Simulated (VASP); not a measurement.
# HfS2 in VASP: density of states with PBE+D3(BJ)

Aim: the density of states of HfS2 with PBE+D3(BJ).

Everything below comes from runs of VASP 6.6.1. Logs are shortened: lines on timing, memory, paths and dates and some standing lists are left out, and cuts for length are marked.

## 1. The structure

The cell holds a slab with vacuum, 3 atoms: a = 3.618 Å, b = 3.618 Å, c = 31.824 Å, α = 90.00°, β = 90.00°, γ = 120.00°.

## 2. Density of states, PBE+D3(BJ)

POSCAR

```
HfS2
1.0
    3.6183309672      0.0000000000      0.0000000000
   -1.8091654836      3.1335665369      0.0000000000
    0.0000000000      0.0000000000     31.8244159702
S Hf
2 1
Direct
    0.6666666667      0.3333333333      0.4542712592
    0.3333333333      0.6666666667      0.5457287408
    0.0000000000      0.0000000000      0.5000000000
```

INCAR.step1

```
SYSTEM = HfS2
PREC = Accurate
ENCUT = 520
EDIFF = 1E-6
ISMEAR = 0
SIGMA = 0.02
LREAL = .FALSE.
LASPH = .TRUE.
NELM = 100
ALGO = Fast
ISIF = 2
LWAVE = .FALSE.
LCHARG = .TRUE.
LMAXMIX = 4
LDIPOL = .TRUE.
IDIPOL = 3
DIPOL = 0.5 0.5 0.500
GGA = PE
IVDW = 12
NBANDS = 18
```

KPOINTS.step1

```
regular mesh
0
G
  9 9 1
  0 0 0
```

INCAR.step2

```
SYSTEM = HfS2
PREC = Accurate
ENCUT = 520
EDIFF = 1E-6
ISMEAR = -5
SIGMA = 0.02
LREAL = .FALSE.
LASPH = .TRUE.
NELM = 100
ALGO = Fast
ISIF = 2
LWAVE = .FALSE.
LCHARG = .FALSE.
LMAXMIX = 4
LDIPOL = .TRUE.
IDIPOL = 3
DIPOL = 0.5 0.5 0.500
GGA = PE
IVDW = 12
LORBIT = 11
NEDOS = 1001
ICHARG = 11
```

KPOINTS.step2

```
regular mesh
0
G
  14 14 1
  0 0 0
```

Potentials or basis: VASP PAW PBE potentials, release 64 (S, Hf_pv).

The run is started by

```bash
$ cat potpaw_PBE.64/S/POTCAR potpaw_PBE.64/Hf_pv/POTCAR > POTCAR
$ cp INCAR.step1 INCAR
$ cp KPOINTS.step1 KPOINTS
$ mpirun -np 1 vasp_std > vasp.out
$ cp INCAR.step2 INCAR
$ cp KPOINTS.step2 KPOINTS
$ mpirun -np 1 vasp_std > vasp.out
```

OUTCAR:

```text
SYSTEM = HfS2
   PREC = Accurate
   ENCUT = 520
   EDIFF = 1E-6
   ISMEAR = -5
   LREAL = .FALSE.
   LASPH = .TRUE.
   NELM = 100
   ISIF = 2
   GGA = PE
   IVDW = 12
   LORBIT = 11
   ICHARG = 11
 IVDW          = 12

 ion  position               nearest neighbor table
   1  0.667  0.333  0.454-   3 2.55   3 2.55   3 2.55
   2  0.333  0.667  0.546-   3 2.55   3 2.55   3 2.55
   3  0.000  0.000  0.500-   1 2.55   2 2.55   1 2.55   2 2.55   1 2.55   2 2.55

  LATTYP: Found a hexagonal cell.
 ALAT       =     3.6183309672
 C/A-ratio  =     8.7953302942

  Lattice vectors:

 A1 = (   3.6183309672,   0.0000000000,   0.0000000000)
 A2 = (  -1.8091654836,   3.1335665369,   0.0000000000)
 A3 = (   0.0000000000,   0.0000000000,  31.8244159702)

Analysis of symmetry for initial positions (statically):
=====================================================================
 Subroutine PRICEL returns:
 Original cell was already a primitive cell.

 Routine SETGRP: Setting up the symmetry group for a
 hexagonal supercell.

 Subroutine GETGRP returns: Found 12 space group operations
 (whereof 12 operations were pure point group operations)
 out of a pool of 24 trial point group operations.

The static configuration has the point symmetry D_3d.

Analysis of symmetry for dynamics (positions and initial velocities):
=====================================================================
 Subroutine PRICEL returns:
 Original cell was already a primitive cell.

 Routine SETGRP: Setting up the symmetry group for a
 hexagonal supercell.

 Subroutine GETGRP returns: Found 12 space group operations
 (whereof 12 operations were pure point group operations)
 out of a pool of 24 trial point group operations.

The dynamic configuration has the point symmetry D_3d.

 Subroutine INISYM returns: Found 12 space group operations
 (whereof 12 operations are pure point group operations),
 and found     1 'primitive' translations

----------------------------------------------------------------------------------------

                                     Primitive cell

  volume of cell :     360.8342

  direct lattice vectors                    reciprocal lattice vectors
     3.618330967  0.000000000  0.000000000     0.276370517  0.159562592  0.000000000
    -1.809165484  3.133566537  0.000000000     0.000000000  0.319125185  0.000000000
     0.000000000  0.000000000 31.824415970     0.000000000  0.000000000  0.031422415

  length of vectors
     3.618330967  3.618330967 31.824415970     0.319125185  0.319125185  0.031422415

  position of ions in fractional coordinates (direct lattice)
     0.666666667  0.333333333  0.454271259
     0.333333333  0.666666667  0.545728741
     0.000000000  0.000000000  0.500000000

  ion indices of the primitive-cell ions
   primitive index   ion index
                 1           1
                 2           2
                 3           3

----------------------------------------------------------------------------------------

 KPOINTS: regular mesh

Automatic generation of k-mesh.
 Grid dimensions read from file:
 generate k-points for:   14   14    1

 Generating k-lattice:

  Cartesian coordinates                     Fractional coordinates (reciprocal lattice)
     0.019740751  0.011397328  0.000000000     0.071428571  0.000000000  0.000000000
     0.000000000  0.022794656  0.000000000     0.000000000  0.071428571  0.000000000
     0.000000000  0.000000000  0.031422415     0.000000000  0.000000000  1.000000000

  Length of vectors
     0.022794656  0.022794656  0.031422415

  Shift w.r.t. Gamma in fractional coordinates (k-lattice)
     0.000000000  0.000000000  0.000000000

 TETIRR: Found    105 inequivalent tetrahedra from     1176

 Subroutine IBZKPT returns following result:
 ===========================================

 Found     24 irreducible k-points:

 Following reciprocal coordinates:
            Coordinates               Weight
  0.000000  0.000000  0.000000      1.000000
  0.071429 -0.000000  0.000000      6.000000
  0.142857 -0.000000  0.000000      6.000000
  0.214286 -0.000000  0.000000      6.000000
  0.285714  0.000000  0.000000      6.000000
  0.357143  0.000000  0.000000      6.000000
[... 16 lines left out ...]
  0.285714  0.285714  0.000000      6.000000
  0.357143  0.285714  0.000000      6.000000
   k-points           NKPTS =     24   k-points in BZ     NKDIM =     24   number of bands    NBANDS=     15
   number of dos      NEDOS =   1001   number of ions     NIONS =      3
   total plane-waves  NPLWV = 188160
   dimension x,y,z NGX =    28 NGY =   28 NGZ =  240
   dimension x,y,z NGXF=    56 NGYF=   56 NGZF=  480
   ions per type =               2   1
   NGX,Y,Z   is equivalent  to a cutoff of  12.86, 12.86, 12.54 a.u.
   NGXF,Y,Z  is equivalent  to a cutoff of  25.73, 25.73, 25.07 a.u.
 SYSTEM =  HfS2
   PREC   = accura    normal or accurate (medium, high low for compatibility)
   ISTART =      0    job   : 0-new  1-cont  2-samecut
   ICHARG =     11    charge: 1-file 2-atom 10-const
   ISPIN  =      1    spin polarized calculation?
   LNONCOLLINEAR =      F non collinear calculations
   LSORBIT =      F    spin-orbit coupling
   LASPH  =      T    aspherical Exc in radial PAW
   ENCUT  =  520.0 eV  38.22 Ry    6.18 a.u.   6.73  6.73 59.17*2*pi/ulx,y,z
   NELM   =    100;   NELMIN=  2; NELMDL=  0     # of ELM steps
   EDIFF  = 0.1E-05   stopping-criterion for ELM
   LREAL  =      F    real-space projection
[... 7 lines left out ...]
   TEBEG  =    0.0;   TEEND  =   0.0 temperature during run
   PSTRESS=    0.0 pullay stress
   NELECT =      22.0000    total number of electrons
   NUPDOWN=      -1.0000    fix difference up-down
   EMIN   =  10.00;   EMAX   =-10.00  energy-range for DOS
   EFERMI =   0.00;   METHOD = LEGACY
   ISMEAR =    -5;   SIGMA  =   0.02  broadening in eV -4-tet -1-fermi 0-gaus
   EFERMI_NEDOS =   21; number of points for ismear=-14 and -15
   IALGO  =     68    algorithm
   IMIX   =      4    mixing-type and parameters
     AMIX     =   0.40;   BMIX     =  1.00
     AMIX_MAG =   1.60;   BMIX_MAG =  1.00
  volume/ion in A,a.u.               =     120.28       811.68
  Fermi-wavevector in a.u.,A,eV,Ry     =   0.644337  1.217621  5.648736  0.415170
  Thomas-Fermi vector in A             =   1.711632
   LORBIT       =     11    0 simple, 1 ext, 2 COOP (PROOUT), +10 PAW based schemes
   GGA     = PE    functional components
   LHFCALC =     F    Hartree Fock is set to
   AEXX    =    0.0000 exact exchange contribution
   IVDW    =    12    specifies the selected vdW correction
   LEPSILON=     F    determine dielectric tensor
   LRPA    =     F    only Hartree local field effects (RPA)
 non-spin polarized calculation
 RMM-DIIS sequential band-by-band and
 Fermi weights with tetrahedron method with Bloechl corrections
  energy-cutoff  :      520.00
  volume of cell :      360.83
 maximum number of plane-waves:      9755
 NGX is ok and might be reduce to    28

 number of electron      22.0000001 magnetization

 dipolmoment           0.000000      0.000000      0.000000 electrons x Angstroem

 Free energy of the ion-electron system (eV)
  ---------------------------------------------------
  ext. energy  EPLUGINS =         0.00000000
  ---------------------------------------------------
  free energy    TOTEN  =       -22.92038261 eV

  energy without entropy =      -22.92038261  energy(sigma->0) =      -22.92038261

 E-fermi :  -4.5744     XC(G=0):  -2.1036

 val. band max:       -4.5777330385   @ k =   0.0000   0.0000   0.0000
 cond. band min:      -3.3515059400   @ k =   0.5000   0.0000   0.0000
 fundamental gap:      1.2262270986
 Fermi energy:        -4.5743892860

 k-point     1 :       0.0000    0.0000    0.0000
  band No.  band energies     occupation
      1     -35.2327      2.00000
      2     -35.1204      2.00000
      3     -35.1204      2.00000
      4     -17.4257      2.00000
      5     -16.0387      2.00000
      6      -8.6912      2.00000
      7      -7.1658      2.00000
      8      -7.1658      2.00000
      9      -5.5060      2.00000
     10      -4.5777      2.00000
     11      -4.5777      2.00000
     12      -2.5007      0.00000
     13      -2.5007      0.00000
     14      -1.8070      0.00000
     15       0.7541      0.00000

 k-point     2 :       0.0714   -0.0000    0.0000
  band No.  band energies     occupation
      1     -35.2308      2.00000
      2     -35.1304      2.00000
      3     -35.1227      2.00000
      4     -17.3659      2.00000
      5     -16.0420      2.00000
      6      -8.6246      2.00000
      7      -7.3088      2.00000
      8      -7.1349      2.00000
      9      -5.3697      2.00000
     10      -4.9695      2.00000
     11      -4.7300      2.00000
     12      -2.4742      0.00000
     13      -2.3097      0.00000
     14      -1.6899      0.00000
     15       0.9105      0.00000
[... 365 lines left out ...]
      3     -35.1904      2.00000
      4     -16.0172      2.00000
      5     -15.9618      2.00000
      6      -8.5507      2.00000
      7      -7.9999      2.00000
      8      -7.5892      2.00000
      9      -6.6715      2.00000
     10      -6.5483      2.00000
     11      -6.0925      2.00000
     12      -1.8382      0.00000
     13      -1.2588      0.00000
     14      -0.5861      0.00000
     15       0.9209      0.00000

 k-point    24 :       0.3571    0.2857    0.0000
  band No.  band energies     occupation
      1     -35.2709      2.00000
      2     -35.2406      2.00000
      3     -35.1893      2.00000
      4     -16.0031      2.00000
      5     -15.9246      2.00000
      6      -8.4714      2.00000
      7      -7.9934      2.00000
      8      -7.8231      2.00000
      9      -6.5620      2.00000
     10      -6.4943      2.00000
     11      -6.2618      2.00000
     12      -1.8167      0.00000
     13      -1.0149      0.00000
     14      -0.8167      0.00000
     15       1.1483      0.00000

------------------------ aborting loop because EDIFF is reached ----------------------------------------

 vacuum level on the upper side and lower side of the slab       (xc-potential included)        -0.006        -0.006

 Edisp (eV)   -0.68522

 E8    (eV) :    -0.3147

  FORCE on cell =-STRESS in cart. coord.  units (eV):
  Direction    XX          YY          ZZ          XY          YZ          ZX
  --------------------------------------------------------------------------------------
  -------------------------------------------------------------------------------------
  Total      -0.27081    -0.27081    -0.21482     0.00000     0.00000     0.00000
  in kB      -1.20246    -1.20246    -0.95384     0.00000     0.00000     0.00000
  external pressure =       -1.12 kB  Pullay stress =        0.00 kB

 VOLUME and BASIS-vectors are now :
 -----------------------------------------------------------------------------
  energy-cutoff  :      520.00
  volume of cell :      360.83
      direct lattice vectors                 reciprocal lattice vectors
     3.618330967  0.000000000  0.000000000     0.276370517  0.159562592  0.000000000
    -1.809165484  3.133566537  0.000000000     0.000000000  0.319125185  0.000000000
     0.000000000  0.000000000 31.824415970     0.000000000  0.000000000  0.031422415

 POSITION                                       TOTAL-FORCE (eV/Angst)
 -----------------------------------------------------------------------------------
      1.80917      1.04452     14.45692         0.000000     -0.000000      0.065172
     -0.00000      2.08904     17.36750        -0.000000      0.000000     -0.065172
      0.00000      0.00000     15.91221        -0.000000      0.000000      0.000000
 -----------------------------------------------------------------------------------
    total drift:                               -0.000000      0.000000      0.000000

  FREE ENERGIE OF THE ION-ELECTRON SYSTEM (eV)
  ---------------------------------------------------
  free  energy   TOTEN  =       -23.6056046323 eV

  energy  without entropy=      -23.6056046323  energy(sigma->0) =      -23.60560463

 vacuum level on the upper side and lower side of the slab         1.762         1.762

 total charge

# of ion       s       p       d       tot
------------------------------------------
    1        1.341   2.429   0.000   3.771
    2        1.341   2.429   0.000   3.771
    3        0.311   6.527   1.431   8.269
--------------------------------------------------
tot          2.994  11.386   1.431  15.811
```

It took 2.6 min on 1 thread of Intel Xeon 6975P-C (Granite Rapids), shared host; peak memory 0.48 GiB.

Results:

* Valence electrons inside the program's atomic spheres: S 3.77; Hf 8.27
* Dispersion energy per atom: -0.228 eV

States per cell in windows of 1 eV (zero at the valence-band top; states under -8 eV left out):
```tsv
from (eV)	total	Hf3_d	S1_p	S2_p	Hf3_p	Hf3_s	S1_s
-8.0	0.00	0.00	0.00	0.00	0.00	0.00	0.00
-7.0	0.00	0.00	0.00	0.00	0.00	0.00	0.00
-6.0	0.00	0.00	0.00	0.00	0.00	0.00	0.00
-5.0	1.05	0.08	0.16	0.16	0.01	0.11	0.01
-4.0	2.97	0.32	0.50	0.50	0.16	0.10	0.03
-3.0	4.03	0.72	0.78	0.78	0.14	0.03	0.01
-2.0	2.66	0.19	0.61	0.61	0.18	0.02	0.01
-1.0	1.55	0.05	0.40	0.40	0.08	0.00	0.00
0.0	0.00	0.00	0.00	0.00	0.00	0.00	0.00
1.0	0.90	0.43	0.05	0.05	0.01	0.02	0.00
2.0	1.70	0.94	0.08	0.08	0.01	0.01	0.00
3.0	1.91	1.15	0.10	0.10	0.01	0.01	0.00
4.0	1.55	1.08	0.04	0.04	0.00	0.03	0.01
5.0	1.72	0.75	0.06	0.06	0.02	0.01	0.03
6.0	0.15	0.04	0.00	0.00	0.01	0.01	0.00
7.0	0.00	0.00	0.00	0.00	0.00	0.00	0.00
```
